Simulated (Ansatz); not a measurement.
System: zinc-blende AlSb. Method: r²SCAN+rVV10 (PAW; Ansatz, an electronic-structure program).

Numerical settings: plane-wave cutoff 560 eV, 10×10×10 k mesh, Fermi–Dirac smearing 0.01 eV, scalar-relativistic PAW data made under PBE.

Computed points:

```tsv
V (Å³/atom)	E − E_lowest (meV/atom)
27.435	21.00
28.018	8.99
28.602	2.17
29.186	0.00
29.769	2.01
30.353	7.79
30.937	16.94
```

Task: Fit the third-order Birch–Murnaghan equation and give B0 and B′.

Result: V0 = 29.186 Å³/atom, B0 = 57.3 GPa, B′ = 4.3 (fit to the energies at full precision).

Measured, for comparison: bulk modulus 58.2 GPa (temperature not stated, no zero-point or thermal correction; as tabulated in Toher et al. (2017), arXiv:1611.05714); equilibrium volume per atom 28.77 Å³/atom (low temperature, thermal expansion removed or low-temperature value; zero-point expansion not removed; as tabulated in Zhang et al. (2018), doi:10.1088/1367-2630/aac7f0). Computed less measured: bulk modulus -1.5 %, equilibrium volume per atom +1.5 %.

Spin–orbit coupling is not included.

The computed numbers hold no vibrational or temperature effects.
